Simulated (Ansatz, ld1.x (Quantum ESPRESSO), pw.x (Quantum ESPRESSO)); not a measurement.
pw.x on bcc Ca: one setting changed

Potential: norm-conserving Troullier–Martins (Kleinman–Bylander form), ld1.x (Quantum ESPRESSO) 7.5, PBE; core [Ar], reference 3d0 4s1.75 4p0.25; waves: 4s (bound): rc 3.15 bohr; 3d (bound, empty): rc 2.70 bohr; 4p (bound): rc 3.50 bohr; local part: the p channel; core correction: a·sin(br)/r model core, default radius (core density twice the valence density).

The reference run (k-mesh 11³, cutoffs 50/200 Ry, Fermi–Dirac 0.01 Ry, mixing_beta 0.4, conv_thr 1e-9, no spin) gives 0.25 GPa at 42.182 Å³/atom, where all-electron LAPW gives 0.00 GPa. This run, with its own iteration cap, changes nosym to true.

```
&control
  calculation='scf', prefix='x', pseudo_dir='./', outdir='./tmp', tstress=.true., disk_io='none'
/
&system
  ibrav=0, nat=1, ntyp=1, ecutwfc=50, ecutrho=200, nbnd=8,
  occupations='smearing', smearing='fd', degauss=0.01, nosym=.true.
/
&electrons
  conv_thr=1e-09, mixing_beta=0.4, electron_maxstep=50
/
ATOMIC_SPECIES
Ca 1.0 Ca.UPF
CELL_PARAMETERS angstrom
  -2.19291800 2.19291800 2.19291800
  2.19291800 -2.19291800 2.19291800
  2.19291800 2.19291800 -2.19291800
ATOMIC_POSITIONS crystal
Ca 0.0000 0.0000 0.0000
K_POINTS automatic
11 11 11 0 0 0
```

```bash
pw.x < Ca.scf.in > Ca.scf.out
```

Q: How does the run end?

A: It converges in 7 iterations; the free energy moves by +0.0 meV/atom and the pressure by +0.00 GPa. The result is that of the reference run.

```
lattice parameter (alat)  =       7.1776  a.u.
     unit-cell volume          =     284.6582 (a.u.)^3
     number of electrons       =         2.00
     number of Kohn-Sham states=            8
     kinetic-energy cutoff     =      50.0000  Ry
     charge density cutoff     =     200.0000  Ry
     scf convergence threshold =      1.0E-09
     Exchange-correlation= PBE
     number of k points=   666  Fermi-Dirac smearing, width (Ry)=  0.0100
     iteration #  1     ecut=    50.00 Ry     beta= 0.40
     total energy              =      -2.41866840 Ry
     estimated scf accuracy    <       0.00123440 Ry
     iteration #  2     ecut=    50.00 Ry     beta= 0.40
     total energy              =      -2.41899173 Ry
     estimated scf accuracy    <       0.00044557 Ry
     iteration #  3     ecut=    50.00 Ry     beta= 0.40
     total energy              =      -2.41901972 Ry
     estimated scf accuracy    <       0.00000666 Ry
     iteration #  4     ecut=    50.00 Ry     beta= 0.40
     total energy              =      -2.41902104 Ry
     estimated scf accuracy    <       0.00000007 Ry
     iteration #  5     ecut=    50.00 Ry     beta= 0.40
     total energy              =      -2.41902108 Ry
     estimated scf accuracy    <       0.00000003 Ry
     iteration #  6     ecut=    50.00 Ry     beta= 0.40
     total energy              =      -2.41902109 Ry
     estimated scf accuracy    <          4.0E-09 Ry
     iteration #  7     ecut=    50.00 Ry     beta= 0.40
     the Fermi energy is     2.1566 ev
!    total energy              =      -2.41902109 Ry
     estimated scf accuracy    <          5.7E-10 Ry
     smearing contrib. (-TS)   =      -0.00616819 Ry
     The total energy is F=E-TS. E is the sum of the following terms:
     one-electron contribution =       1.14396395 Ry
     hartree contribution      =       0.00184664 Ry
     xc contribution           =      -1.80228279 Ry
     ewald contribution        =      -1.75638070 Ry
     convergence has been achieved in   7 iterations
          total   stress  (Ry/bohr**3)                   (kbar)     P=        2.49
     Message from routine punch:
     Nothing written, as per user request (disk_io='none')
```

The run took about 1.9 min on one core of a shared host (Neoverse-V1, 32 threads, 247 GiB, load 14).
